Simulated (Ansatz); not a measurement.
Runs of Ansatz 0.2.0 on In. Symmetry: Im-3m, No. 229, cubic system. Conventional cell: a = 3.765 Å, b = 3.765 Å, c = 3.765 Å, α = 90.00°, β = 90.00°, γ = 90.00°. In (site symmetry m-3m) has 8 In at 3.26 Å as nearest neighbours. This isn't the form of In at room conditions, which is tetragonal.

```csv
task,level,potentials or basis,spin,cell,k mesh,cutoff (eV),smearing,points for each segment of the path,atoms under strain,other keys,mesh quality,gap on the mesh (eV),pressure (GPa)
single point,revPBE,Ansatz PAW,"SOC, no magnetisation",as given,7 × 7 × 7,420,gaussian 0.02 eV,-,-,hamiltonian.pseudopotentials = kind paw_fr; …,not flagged,none,2.7
density of states,PBE+D4,Ansatz PAW,"SOC, no magnetisation",as given,10 × 10 × 10,420,fermi-dirac 0.01 eV,-,-,-,not flagged,none,-0.5
band structure,RPBE,PseudoDojo standard (PBE files),off,volume scaled by 1.25,10 × 10 × 10,952,fermi-dirac 0.1 eV,14,-,-,not flagged,none,(b)
density of states,rPW86-PBE+D4,Ansatz PAW,off,as given,10 × 10 × 10,420,gaussian 0.01 eV,-,-,basis.ecutrho_ratio = 12,not flagged,none,2.5
projected density of states,exchange-only PBE,Ansatz PAW,off,as given,10 × 10 × 10,420,cold 0.025 eV,-,-,accuracy = medium; basis.ecutrho_ratio = 6; magnetization = left out,not flagged,none,11.3
elastic constants,PBE+D3(BJ)-ATM,PseudoDojo stringent (PBE files),off,as given,6 × 6 × 6,1116,fermi-dirac 0.15 eV,-,relaxed,-,coarse,none,(a)
single point,PBE0,Ansatz PAW,"SOC, no magnetisation",as given,6 × 6 × 6,700,gaussian 0.02 eV,-,-,basis.ecutwfc = 700 eV,coarse,none,-0.7
band structure,rPW86-PBE,Ansatz PAW,"non-collinear, ferromagnetic start, SOC",as given,10 × 10 × 10,420,gaussian 0.05 eV,14,-,-,not flagged,none,4.7
elastic constants,BLYP,PseudoDojo standard (PBE files),off,as given,6 × 6 × 6,952,cold 0.01 eV,-,clamped,-,coarse,none,4.7
```

Estimate the missing entries.

(a) -0.8; (b) -2.9.

Caveats: some runs use coarse meshes; the PAW data sets come from PBE, with cores solved anew for the run's functional, which leaves a small shift of forces and pressure (some runs); pairwise dispersion overbinds metals, which lowers pressure and volume (some runs); the potentials were made for another functional, which shifts forces and pressure (some runs); the thresholds are loose for stress (some runs); spin-orbit coupling is left out, which moves the levels of the heavy elements (some runs); elastic constants of metals need much finer meshes, so these are rough (some runs); the starting moments weren't kept (some runs).

A k mesh can miss the band edges, and rows without SOC leave out spin-orbit coupling on In.

A gap of «none» marks a metal or a gap under the smearing width.

The runs don't all hold the same shells in valence.
